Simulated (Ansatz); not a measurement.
# AlAs (F-43m): zero-pressure volume and bulk modulus with rPW86-PBE + rVV10

The task here is to estimate one member of a computed series from the others.

Method: DFT rPW86-PBE + rVV10, scalar-relativistic, plane waves, PAW, in Ansatz 0.2.0.

## Starting point

Symmetry: F-43m, No. 216, cubic system. Conventional cell: a = 5.661 Å, b = 5.661 Å, c = 5.661 Å, α = 90.00°, β = 90.00°, γ = 90.00°. Al (site symmetry -43m) has 4 As at 2.45 Å in its first shell of neighbours. As (site symmetry -43m) is surrounded by 4 Al at 2.45 Å.

Coordinates:

```
Al As
1.0
     0.00000    2.83040    2.83040
     2.83040    0.00000    2.83040
     2.83040    2.83040    0.00000
Al As
1 1
Direct
  0.00000 0.00000 0.00000
  0.75000 0.75000 0.75000
```

At PBE, an earlier run found 2.59 GPa for this cell of 22.675 Å³/atom (8×8×8 mesh), gap on the mesh 1.44 eV.

Set-up of the first run:

input.yaml reads:

```yaml
crystal:
  lattice:
    - [0.0, 2.83040004, 2.83040004]
    - [2.83040004, 0.0, 2.83040004]
    - [2.83040004, 2.83040004, 0.0]
  atoms:
    - { symbol: Al, position: [0.0, 0.0, 0.0] }
    - { symbol: As, position: [0.75, 0.75, 0.75] }
basis:
  ecutwfc: 420
  ecutrho_ratio: 4
kpoints:
  mp_grid: { grid: [8, 8, 8] }
hamiltonian:
  xc: { exchange: rpw86, correlation: pbe }
  dispersion: rvv10
scf:
  occupations: { method: gaussian, width: 0.05 }
output:
  forces: true
  stress: true
  eigenvalues: true
```

On the command line:

```
$ ansatz run input.yaml --threads 4 --pin off --max-ram 8192MiB --backend cpu --events-out ev --progress --plain --runs-dir out
```

Steps of the session up to this table: At the given cell; Stepping to 23.198 Å³/atom; Stepping to 23.789 Å³/atom; Volume × 0.98 of the new zero; Volume × 1.02 of the new zero; Volume × 0.96 of the new zero; Volume × 1.04 of the new zero.

One of the session's tables, all rows but one given; the rest of the session is left out.

It belongs to the step «Energy and pressure against volume». 

```
volume (Å³/atom)  energy (meV/atom)  pressure (GPa)
          22.837               8.26            2.90
          23.313                  ?               ?
          23.789               0.00           -0.01
          24.264               1.90           -1.25
          24.740               7.28           -2.36
```

**Question.** Estimate the row for volume (Å³/atom) = 23.313.

Worked estimate for «energy (meV/atom)». A straight line through the neighbours (22.837, 8.26) and (23.789, 0.00) gives 8.26 + (0.00 − 8.26) × (23.313 − 22.837) / (23.789 − 22.837) = 4.13; a parabola fitted to 3 rows on both sides gives 2.12.

The run gave: energy (meV/atom): 1.98; pressure (GPa): 1.37. In «energy (meV/atom)» the line misses by +2.15 and the parabola by +0.14.
